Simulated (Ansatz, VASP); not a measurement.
**One calculation of HfN, two programs**

```xyz
4
Lattice="3.0699 0.0000 0.0000 -1.5350 2.6586 0.0000 0.0000 0.0000 5.3062" Properties=species:S:1:pos:R:3 pbc="T T T"
Hf    0.0000    1.7724    1.3265
Hf    1.5350    0.8862    3.9796
N     0.0000    0.0000    2.6531
N     0.0000    0.0000    0.0000
```

Change from the starting cell: volume scaled by 0.94.

Alike in both runs: task single point; functional PBE; k mesh 10 × 10 × 5; occupations fermi-dirac, width 0.05 eV; no spin polarisation.

```csv
,VASP,Ansatz
version,VASP 6.6.1,Ansatz 0.2.0
potentials or method,"VASP PAW PBE potentials, release 64 (Hf_pv, N)",Ansatz PAW
plane-wave cutoff (eV),520,420
valence electrons in the cell,30,62
```

```tsv
	VASP	Ansatz	Ansatz less VASP
gap on the k mesh at the Fermi level (eV)	none	none	-
pressure (GPa)	23.5	25.9	+2.40
largest component of the traceless stress (GPa)	0.11	0.19	+0.084
```

A gap of «none» marks a metal or a gap that the smearing closes. The two sets of potentials don't hold the same shells in valence.

Caveats: the pressure holds a Pulay correction of +0.6 GPa for the finite cutoff (Ansatz). Spin-orbit coupling is left out, which matters for the levels of Hf.
